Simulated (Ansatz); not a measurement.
**Cu(111): from terraces to islands**

Method: DFT PBE, scalar-relativistic, plane waves, PAW (Ansatz).

Cutoff 420 eV, Γ-centred meshes of like density (6×6×1 for the 27-atom cell), Gaussian smearing of 0.10 eV, energies at zero smearing and 0 K, each start's symmetry kept, no spin polarisation.

A (111) slab of relaxed bulk Cu (Fm-3m, 11.96 Å³/atom, gap on the mesh 0.00 eV), 3 planes in a 3×3 cell with the lowest 1 held; added atoms sit on lattice sites of the next plane. A dipole correction is on. The surface energy is the mean of the held and the free face; step energies are per length and the mean of the stripe's two steps, which run along the shortest translation of the plane; step and island energies count from the flat slab and bulk atoms.

The flat slab gives a surface energy of 1.37 J/m² (85.3 meV/Å²); planes follow at h = 2.10 Å, and an atom takes 5.70 Å² of its plane.

**Question.** How does the island energy grow with size?

**Answer.** Counted from bulk atoms, the islands cost 1.40 eV for 2 atoms (0.70 each), 2.01 eV for 4 atoms (0.50 each). Joining 2 of the smallest into the largest changes the energy by -0.79 eV, so lateral bonds favour compact growth. If all the cost sat in the edge it would grow as √N, 1.98 eV for the largest against 2.01 computed; islands this small are all edge and corner, and they feel their images.

Slabs of three or four planes are thin, so both faces still feel each other.

Small energy differences in metals hang on the k mesh (about 10 mJ/m² or 1 to 2 meV/atom on the mesh of the relaxation).

Cost: 3 runs of about 110 core-minutes in all, on AMD EPYC 7R13 Processor (Zen 3) (shared hosts).